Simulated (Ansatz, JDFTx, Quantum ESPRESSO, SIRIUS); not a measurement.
Fitting the LDA energy curve of HfC

The structure is cubic, space group Fm-3m (No. 225). Conventional cell: a = 4.650 Å, b = 4.650 Å, c = 4.650 Å, α = 90.00°, β = 90.00°, γ = 90.00°. Hf (site symmetry m-3m) has 6 C at 2.33 Å as nearest neighbours. C (site symmetry m-3m) has 6 Hf at 2.33 Å as nearest neighbours.

The cell was scaled at fixed shape and fractions and run with JDFTx, PseudoDojo-SR-LDA-0.4.1-standard, cutoff 1116 eV; LDA, k mesh 10 × 10 × 10 on the cell of 2 atoms, fermi-dirac occupations of 0.05 eV, no spin polarisation, no spin-orbit coupling. Energies are those that the program minimises, any entropy of the smearing included. For a metal such a mesh isn't converged to the digits shown.

```csv
V (Å³/atom),energy over the lowest row (meV/atom)
11.8140,0.00
12.0654,?
12.3167,12.87
12.5681,30.77
12.8194,55.31
13.0708,85.82
13.3222,121.69
```

Task: Fit the third-order Birch-Murnaghan form, give V0, B0 and B′, and predict the energy left open.

Result: With y = (V0/V)^(2/3), E = E0 + (9 V0 B0/16) [(y - 1)³ B′ + (y - 1)² (6 - 4y)]. Least squares through the rows shown give V0 = 11.8717 Å³/atom, E0 = -0.24 meV, B0 = 267.8 GPa (1 eV/Å³ = 160.218 GPa) and B′ = 4.05, with a largest miss of 0.01 meV. At V = 12.0654 the form with these constants gives 2.33 meV; the run gave 2.34 meV an atom. Other set-ups at this level, from all their volumes (Å³/atom, GPa): Ansatz, all-electron LAPW, scalar-relativistic: V0 11.957, B0 261.4; Quantum ESPRESSO, PseudoDojo 0.4.1 SR LDA standard: V0 11.872, B0 267.6; SIRIUS, all-electron FP-LAPW, apw+lo standard: V0 11.957, B0 260.5. Measured volume: 12.5 Å³/atom (a printed reference work), so the fit lies -5.0 % from it. The runs are for a static lattice.
